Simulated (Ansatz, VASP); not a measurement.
# CdTe in two plane-wave programs, part 2 of 2

Wanted: the spread between two codes on one cell, functional and k mesh.

VASP 6.6.1 and Ansatz 0.2.0.

So far: Starting point; VASP: band structure, HSE06.

## (3) Ansatz: band structure, HSE06

Level of this step: Ansatz beside VASP: Kohn-Sham DFT, plane waves, HSE06 (Ansatz).

Ansatz runs on its default PAW (the set named soft_2) files.

The same cell, functional, mesh and smearing now go to Ansatz, which takes its cutoff from its data sets.

input.yaml reads:

```yaml
crystal:
  lattice:
    - [0.0, 3.24, 3.24]
    - [3.24, 0.0, 3.24]
    - [3.24, 3.24, 0.0]
  atoms:
    - { symbol: Cd, position: [0.0, 0.0, 0.0] }
    - { symbol: Te, position: [0.25, 0.25, 0.25] }
hamiltonian:
  xc: { exchange: pbe, correlation: pbe, exx: { coeff: 0.25, omega: 0.2 } }
  pseudopotentials: { kind: paw }
kpoints:
  mp_grid: { grid: [4, 4, 4] }
  band_path:
    path:
      - [0.0, 0.0, 0.0]
      - [0.5, 0.0, 0.5]
      - [0.5, 0.2, 0.7]
      - [0.4, 0.35, 0.75]
      - [0.15, 0.15, 0.3]
      - [0.2, 0.2, 0.2]
      - [0.55, 0.4, 0.55]
      - [0.6, 0.25, 0.65]
      - [0.5, 0.25, 0.75]
      - [0.5, 0.5, 0.5]
      - [0.375, 0.375, 0.75]
      - [0.5, 0.0, 0.5]
    npoints: 1
scf:
  occupations: { method: gaussian, width: 0.02 }
  n_extra_bands: 7
output:
  forces: true
  stress: true
  eigenvalues: true
```

The run is started by

```
$ ansatz run input.yaml --threads 4 --pin off --max-ram 9216MiB --backend cpu --events-out ev --progress --plain --runs-dir out
```

Numbers of over 12 decimals in the logs are rounded to 6 here.

The program printed:

```text
Warning: output.stress: scf.convergence.dr2_threshold = 1e-7 eV (the SCF's general default) is looser than the 2e-10 eV advised for a printed stress (1e-10 eV for each atom of the cell: 2). What an SCF threshold leaves in a stress goes as its square root, and in the free energy as the threshold itself, and one threshold admits the most on a small cell: [figures from the program's tests cut] Set scf.convergence.dr2_threshold to 2e-10 eV or tighter. The threshold is an SCF's pass mark: one that does not reach it within its budget of iterations ends unconverged, or closes short of it on a stop that the run arms, and scf.convergence.dr2_threshold's page says what that costs each kind of run
Warning: output.stress: scf.exx.energy_threshold = 1e-6 eV is looser than the 2e-8 eV advised for a stress under a hybrid functional (1e-8 eV for each atom of the cell: 2). Every SCF of the exchange loop can meet its threshold on dr2 while the loop round them stops early: no threshold on dr2 bounds what that leaves in the stress. Set scf.exx.energy_threshold to 2e-8 eV or tighter. The threshold is the loop's pass mark: a loop that does not reach it within its budget of cycles ends unconverged, and scf.exx.energy_threshold's page has the law
scf.n_extra_bands = 7 over 18 filled bands (N_el = 36.0): the run solves 25 bands
Engine: ansatz 0.2.0, aarch64-unknown-linux-gnu
Pseudopotentials: kind: paw
Pseudopotential: Cd, paw, valence charge 20, recommended cutoff 420 eV (normal), Cd.paw.azcp
Pseudopotential: Te, paw, valence charge 16, recommended cutoff 420 eV (normal), Te.paw.azcp
Functional definition: unnamed
  parameter a_1 = 0.25
  parameter omega_1 = 0.2/angstrom
  exchange = pbe_x + (-a_1)*pbe_x_sr(omega_1) + a_1*exact_x_sr(omega_1)
  correlation = pbe_c
Crystal: 2 atoms, lattice volume = 68.024 Å³
Basis set: ecut = 420 eV, 1363 PW (Γ), exchange–correlation on 64×64×64 points (8 copies of the dense FFT grid, shifted against one another)
Bands: 25, of which v1, the nominal top of the filled ones, is band 18 counted from 1 (17 counted from 0)
Symmetry: 24 space group operations
Space group: F-43m (ITA 216), of the structure as read, at distance tolerance 4.1e-5 Å
k-points: 8 of 64 (time reversal used)
Non-local potential: Cd, projectors of the file, l = 0: 3, l = 1: 2, l = 2: 2, l = 3: 1
Non-local potential: Te, projectors of the file, l = 0: 2, l = 1: 2, l = 2: 2, l = 3: 2
PAW form: soft (Blöchl's): semilocal exchange-correlation on the pseudo side does not see the compensation charge
PAW frozen core: Cd, regenerated for the run's functional, and the local potential with it (the file was generated under x = pbe(κ = 0.804, μ = 0.219515), c = pbe(β = 0.066725))
PAW frozen core: Te, regenerated for the run's functional, and the local potential with it (the file was generated under x = pbe(κ = 0.804, μ = 0.219515), c = pbe(β = 0.066725))
PAW one-centre angular grid: Cd, 590 points (default); XC on 64 Gauss nodes
PAW one-centre angular grid: Te, 590 points (default); XC on 64 Gauss nodes
Initial density: superposition of atomic densities (neutral atoms: chi_scale 0, normalization atom), corrected by the library's trained network
Initial wavefunctions: pseudopotential atomic-orbital guess
Functional: x = pbe(κ = 0.804, μ = 0.219515), c = pbe(β = 0.066725), warm-up for x = pbe(κ = 0.804, μ = 0.219515) + 0.25 (exact − pbe) at short range (hse, ω = 0.2 Å⁻¹), c = pbe(β = 0.066725)
SCF iter   1: F=—  HF=-15235.242844 eV  |F-HF|=—  |Δ(HF+E_count)|=         —  Δρ=8.64e-4  dr2=7.19e-4  ethr=1.77e-3  ⟨swp⟩=11.8  Hψ=965  notcnv=0
preconditioner: auto → none  [insulator: Δε(μ)=0.753 eV  Ē_g=13.427 eV  σ=0.020 eV  W_gap=1.00  n_scr=14 (ndim 8)  ℏωp=19.1 eV  f_vac=0.191  D(μ)=0.00/eV (n_scr^D=0)]
iter 2 solved again at ethr=3.60e-8 eV; its pass at ethr=2.00e-6 eV (dr2=1.30e-5 eV) is discarded
SCF iter   2: F=-15235.243025 eV  HF=-15235.242960 eV  |F-HF|=6.53e-5  |Δ(HF+E_count)|=   1.15e-4  Δρ=1.71e-4  dr2=1.31e-5  ethr=3.60e-8  ⟨swp⟩=3.2  Hψ=979  notcnv=0  defer=2
SCF 1 stopped early in 2 iterations: F = -15235.243025 eV  dr2 = 1.31e-5
  greatest PAW one-centre occupation: 1.000 electrons in one spin orbital (limit 2), on the Cd atom at site 0 (counted from 0), in its partial waves of l = 0
Initial density: handed on by an earlier stage of this run
Initial wavefunctions: those handed on with the density
Functional: x = pbe(κ = 0.804, μ = 0.219515) + 0.25 (exact − pbe) at short range (hse, ω = 0.2 Å⁻¹), c = pbe(β = 0.066725)
Exchange kernel: α = 0.2500, screened, ω = 0.2000 Å⁻¹, Wigner–Seitz truncation, v(0) = 1120.7141 eV·Å³, q-mesh 4×4×4, nearest image of the exchange supercell L = 18.33 Å, pair-density grid 18×18×18, without the augmentation charges, whose exchange is taken in its separable form by FFT convolution over the k-point mesh (sized by the pseudopotential files, 27×27×27 at the most), smooth part of the exact exchange by density-matrix convolution
Frozen-core exchange: fock
SCF iter   1: F=—  HF=-15243.578679 eV  |F-HF|=—  |Δ(HF+E_count)|=         —  Δρ=5.72e-3  dr2=1.66e-2  ethr=3.64e-7  ⟨swp⟩=8.0  Hψ=969  notcnv=0
preconditioner: auto → none  [insulator: Δε(μ)=1.610 eV  Ē_g=15.361 eV  σ=0.020 eV  W_gap=1.00  n_scr=14 (ndim 8)  ℏωp=19.1 eV  f_vac=0.191  D(μ)=0.00/eV (n_scr^D=0)]
SCF iter   2: F=—  HF=-15243.574501 eV  |F-HF|=—  |Δ(HF+E_count)|=   4.18e-3  Δρ=2.03e-3  dr2=1.88e-3  ethr=3.64e-7  ⟨swp⟩=4.0  Hψ=641  notcnv=0
SCF iter   3: F=—  HF=-15243.581539 eV  |F-HF|=—  |Δ(HF+E_count)|=   7.04e-3  Δρ=1.43e-3  dr2=8.33e-4  ethr=3.64e-7  ⟨swp⟩=4.0  Hψ=646  notcnv=0
SCF iter   4: F=—  HF=-15243.581419 eV  |F-HF|=—  |Δ(HF+E_count)|=   1.20e-4  Δρ=4.20e-4  dr2=7.44e-5  ethr=3.64e-7  ⟨swp⟩=3.0  Hψ=438  notcnv=0
SCF iter   5: F=—  HF=-15243.581538 eV  |F-HF|=—  |Δ(HF+E_count)|=   1.19e-4  Δρ=1.34e-4  dr2=1.08e-5  ethr=1.68e-7  ⟨swp⟩=3.2  Hψ=396  notcnv=0  defer=1
SCF iter   6: F=-15243.581535 eV  HF=-15243.581535 eV  |F-HF|=3.53e-8  |Δ(HF+E_count)|=   2.56e-6  Δρ=1.70e-5  dr2=1.37e-6  ethr=2.66e-8  ⟨swp⟩=3.0  Hψ=417  notcnv=0
SCF 2 stopped early in 6 iterations: F = -15243.581535 eV  dr2 = 1.37e-6
hybrid outer 1: dexx = +8.255e-3 eV, tail = 6.82e-5 eV
Exchange kernel: α = 0.2500, screened, ω = 0.2000 Å⁻¹, Wigner–Seitz truncation, v(0) = 1120.7141 eV·Å³, q-mesh 4×4×4, nearest image of the exchange supercell L = 18.33 Å, pair-density grid 18×18×18, without the augmentation charges, whose exchange is taken in its separable form by FFT convolution over the k-point mesh (sized by the pseudopotential files, 27×27×27 at the most), smooth part of the exact exchange by density-matrix convolution
Frozen-core exchange: fock
SCF iter   1: F=—  HF=-15243.581679 eV  |F-HF|=—  |Δ(HF+E_count)|=         —  Δρ=4.57e-5  dr2=9.87e-7  ethr=9.47e-7  ⟨swp⟩=5.0  Hψ=472  notcnv=0
preconditioner: auto → none  [insulator: Δε(μ)=1.671 eV  Ē_g=15.299 eV  σ=0.020 eV  W_gap=1.00  n_scr=14 (ndim 8)  ℏωp=19.1 eV  f_vac=0.193  D(μ)=0.00/eV (n_scr^D=0)]
SCF iter   2: F=—  HF=-15243.581679 eV  |F-HF|=—  |Δ(HF+E_count)|=   1.55e-7  Δρ=1.64e-5  dr2=1.49e-7  ethr=2.64e-9  ⟨swp⟩=3.4  Hψ=495  notcnv=0
SCF iter   3: F=—  HF=-15243.581679 eV  |F-HF|=—  |Δ(HF+E_count)|=   3.14e-8  Δρ=4.46e-6  dr2=2.40e-8  ethr=3.17e-10  ⟨swp⟩=3.4  Hψ=418  notcnv=0
SCF iter   4: F=-15243.581679 eV  HF=-15243.581679 eV  |F-HF|=7.38e-9  |Δ(HF+E_count)|=   1.41e-7  Δρ=2.47e-6  dr2=8.61e-9  ethr=1.04e-11  ⟨swp⟩=4.6  Hψ=655  notcnv=0  defer=2
SCF 3 converged in 4 iterations: F = -15243.581679 eV  dr2 = 8.61e-9
  Residual-converged pass: ⟨swp⟩=2.0  Hψ=277  notcnv=0  max |occ|·‖R‖ = 2.4e-6 eV (tolerance 2.4e-6 eV)  dr2=8.61e-9  dr2_onsite=7.62e-10  max |Δocc| = 0.0e0
  greatest PAW one-centre occupation: 1.000 electrons in one spin orbital (limit 2), on the Cd atom at site 0 (counted from 0), in its partial waves of l = 1
hybrid outer 2: dexx = +3.115e-7 eV, tail = 4.11e-8 eV, Δε = 2.67e-3 eV (about 1.15e-4 eV left of the loop's levels)
NSCF: frozen V_eff on 12 k-points
hybrid SCF converged: 2 outer / 10 inner (+2 warm-up), last move |dexx| = 3.12e-7 eV, tail = 4.11e-8 eV
Stability not checked: this state was not tested for a lower state beside it, because the functional holds exact exchange (a hybrid, or Hartree-Fock), whose exchange loop this test does not read (fock_operator; see scf.lower_state_search)
Free energy (F): -15243.581679 eV
Frozen-core exchange: fock
Harris-Foulkes:  -15243.581679 eV  (|F-HF|=7.38e-9)
Internal energy: -15243.581679 eV  (E = F + TS)
E sigma→0 (E₀):  -15243.581679 eV
Fermi energy:    7.817859 eV
--- Per-component energies (eV) ---
  E_band       = -879.471931
  E_kinetic    = 686.606602
  E_local      = -5421.714959  (includes V_loc(G=0)·N_el)
  E_nonlocal   = -277.172266
  E_hartree    = 2738.329555
  E_xc         = -240.903997
  E_vxc        = -259.025204  (∫ρ·V_xc dr)
  E_exx        = -134.098680  (= α·E_x^exact, valence–valence)
  E_paw        = -8681.821007  (= ΣΔE_a)
  E_vpaw       = -816.625426  (= ΣTr[D̂ρ^β])
  E_aug_tail   = -0.000153  (compensation charges beyond the density's cutoff)
  E_ewald      = -3912.024287
  E_core_change = -0.782487  (= ΣΔE_core)
  E_smearing   = -0.000000  (= −TS)
  E_closure    = -0.000000  (closes the sum)
  Σ components = -15243.581679   (vs F -15243.581679, Δ=0.00e0)
--- Forces (eV/Å), atoms counted from 1 ---
  atom   1  Cd     0.00000000    -0.00000000    -0.00000000
  atom   2  Te    -0.00000000     0.00000000    -0.00000000
  max |Σ_I F_I| component: 1.23e-16 eV/Å
--- Stress (GPa, compression-positive) ---
        1.853590      -0.000000      -0.000000
        0.000000       1.853590       0.000000
       -0.000000       0.000000       1.853590
  P = ⅓ Tr σ = 1.8536 GPa (18.536 kbar)
--- Band table (eV; the first three rows and the last of 8) ---
  k-point 0: bands = [... 14 lower, -2.4033, 6.9821, 6.9821, 6.9821, 8.6533, 12.4687, 12.4687, 12.4687, ... 3 higher]
  k-point 1: bands = [... 14 lower, -2.4041, 4.1332, 6.5271, 6.5271, 9.8496, 13.0504, 13.0504, 13.2571, ... 3 higher]
  k-point 2: bands = [... 14 lower, -1.9422, 2.2422, 6.1529, 6.1529, 9.6578, 13.0560, 13.0560, 14.9394, ... 3 higher]
  k-point 7: bands = [... 14 lower, -1.6692, 2.5385, 4.4773, 4.6491, 12.2601, 12.4255, 13.5182, 14.1373, ... 3 higher]
```

The job ended after 24 s (4 threads of Arm Neoverse V1, shared host; peak memory 0.89 GiB; 86 s of CPU time).

In the SCF lines HF is the Harris–Foulkes energy and dr2 the Hartree energy of the density residual, in eV; the loop may stop once dr2 is under the threshold and the program's other checks hold. Hψ counts applications of the Hamiltonian.

## (4) Side by side

Known differences besides the potentials themselves: exact exchange at q = 0 is treated differently, which shows on coarse meshes; VASP keeps PBE cores, Ansatz makes them for the functional; the data sets hold 36 valence electrons in Ansatz (default PAW (the set named soft_2) files) and 18 in VASP; the cutoff is 420 eV in Ansatz and 400 eV in VASP; VASP takes a coarser grid for exact exchange (PRECFOCK = Fast). Total energies have different zeros and are not compared.

Both answers:

| quantity | Ansatz | VASP | difference |
| --- | --- | --- | --- |
| gap over the path points (eV) | 1.671 | 1.582 | +0.090 |

Levels at points of the path, from each program's valence-band top (eV; 4 filled, then empty):

```csv
k (reciprocal lattice),Ansatz,VASP
0.000 0.000 0.000,-9.38 0.00 0.00 0.00 1.67 5.49 5.49,-9.34 0.00 0.00 0.00 1.58 5.49 5.49
0.500 0.000 0.500,-8.73 -4.61 -2.00 -2.00 3.30 3.48 9.96,-8.70 -4.61 -2.00 -2.00 3.29 3.49 10.01
0.500 0.200 0.700,-8.66 -4.46 -2.46 -2.30 4.99 4.99 7.08,-8.63 -4.47 -2.46 -2.31 4.99 5.00 7.06
0.400 0.350 0.750,-8.69 -4.47 -2.73 -1.71 3.80 5.42 8.11,-8.66 -4.48 -2.73 -1.72 3.79 5.43 8.10
0.150 0.150 0.300,-9.37 -2.54 -1.11 -0.30 3.44 5.43 5.99,-9.32 -2.56 -1.11 -0.30 3.39 5.43 6.00
0.200 0.200 0.200,-9.39 -2.20 -0.33 -0.33 2.82 5.81 5.95,-9.34 -2.21 -0.33 -0.33 2.77 5.81 5.95
0.550 0.400 0.550,-8.86 -4.62 -1.70 -1.06 3.54 5.62 6.64,-8.83 -4.62 -1.70 -1.06 3.52 5.62 6.64
0.600 0.250 0.650,-8.69 -4.47 -2.73 -1.71 3.80 5.42 8.11,-8.66 -4.48 -2.73 -1.72 3.79 5.43 8.10
0.500 0.250 0.750,-8.65 -4.44 -2.50 -2.33 5.28 5.44 6.54,-8.62 -4.45 -2.51 -2.34 5.29 5.46 6.49
0.500 0.500 0.500,-8.92 -4.74 -0.83 -0.83 2.68 6.07 6.07,-8.89 -4.75 -0.83 -0.83 2.64 6.07 6.07
```

Among the levels compared at these points, filled levels agree within 46 meV and empty ones within 90 meV.

## (5) Results

| Quantity | Value |
| --- | --- |
| difference in gap over the path points (band structure, HSE06) | 0.090 eV |

In words: The difference in gap over the path points is 0.090 eV (band structure, HSE06), beyond the 0.08 eV picked in this series as the mark of a large difference. How closely two codes agree says nothing of how well the functional describes the real material.

[Lines on the potential files, build, host, timing and source positions are cut from VASP's logs without a mark.]

[Logs are printed without paths, hosts, clocks, repeated set-up lines and the standing remarks that a program may print on its own settings, such as how far it seeks lower states.]

[Hosts, paths, dates, database ids (printed as entryN), source tags and the programs' standing remarks are cut or masked in the printed files.]
